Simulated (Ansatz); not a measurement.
Crystal: BaZrO3.

```
CELL_PARAMETERS angstrom
4.19134 0.00000 0.00000
0.00000 4.19134 0.00000
0.00000 0.00000 4.19134
ATOMIC_POSITIONS crystal
Ba 0.00000 0.00000 0.00000
Zr 0.50000 0.50000 0.50000
O 0.50000 0.50000 0.00000
O 0.50000 0.00000 0.50000
O 0.00000 0.50000 0.50000
```

```yaml
Program: Ansatz 0.2.0
Task: relaxation of cell and atoms
Functional: PBE
Potentials_or_basis: Ansatz PAW
Cutoff: "420 eV (not typed: the program's choice for these potentials)"
k_mesh: 6 × 6 × 6
Occupations: fermi-dirac, width 0.05 eV
Spin: no spin polarisation
```

At the start: volume 14.73 Å³/atom.

Question: How do energy, volume and symmetry change on relaxing?

Answer: It ends after 7 steps and the volume is 15.11 Å³/atom (+2.6 %); space group Pm-3m (No. 221, to 0.05 Å).

Step by step:
```csv
step,energy change (eV),largest force (eV/Å),volume (Å³)
1,0.0000,0.0000,73.63
2,-0.0082,0.0000,76.43
3,-0.0169,0.0000,75.50
4,-0.0171,0.0000,75.47
5,-0.0238,0.0000,75.47
6,-0.0237,0.0000,75.53
7,-0.0238,0.0000,75.53
```

Final structure:
```yaml
crystal:
  lattice:
    - [4.22716, 0.00000, 0.00000]
    - [0.00000, 4.22716, 0.00000]
    - [0.00000, 0.00000, 4.22716]
  atoms:
    - { symbol: Ba, position: [0.00000, 0.00000, 0.00000] }
    - { symbol: Zr, position: [0.50000, 0.50000, 0.50000] }
    - { symbol: O, position: [0.50000, 0.50000, 0.00000] }
    - { symbol: O, position: [0.50000, 0.00000, 0.50000] }
    - { symbol: O, position: [0.00000, 0.50000, 0.50000] }
```

Caveat: the plane-wave basis is chosen anew once the cell has moved, so the energies of steps on either side of that aren't comparable; the pressure holds a Pulay correction of +0.5 GPa for the finite cutoff.
